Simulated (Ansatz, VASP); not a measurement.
LiH in VASP and in Ansatz

```
Li H
1.0
     2.50628    0.00000    0.00000
     0.00000    2.50628    0.00000
     0.00000    0.00000    2.50628
Li H
1 1
Direct
  0.50000 0.50000 0.50000
  0.00000 0.00000 0.00000
```

Change from the starting cell: species swapped into the ZrIr type (Pm-3m, No. 221).

Alike in both runs: functional PBE; k mesh 6 × 6 × 6; occupations gaussian, width 0.1 eV; no spin polarisation.

Ansatz relaxed the structure, and its values are those at the end. VASP's run is a single point on that final structure, the one shown.

|  | VASP | Ansatz |
| --- | --- | --- |
| version | VASP 6.6.1 | Ansatz 0.2.0 |
| potentials or method | VASP PAW PBE potentials, release 64 (Li_sv, H) | scalar-relativistic, plane waves, PAW |
| plane-wave cutoff (eV) | 520 | 420 |
| valence electrons in the cell | 4 | 4 |

VASP gave:

```
gap on the k mesh at the Fermi level (eV) : 0.72
least direct gap on the mesh (eV)         : 4.20
```

Question: Which values does Ansatz return?

Answer: gap on the k mesh at the Fermi level (eV): 0.70; least direct gap on the mesh (eV): 4.20.

 A k mesh can miss the band edges.
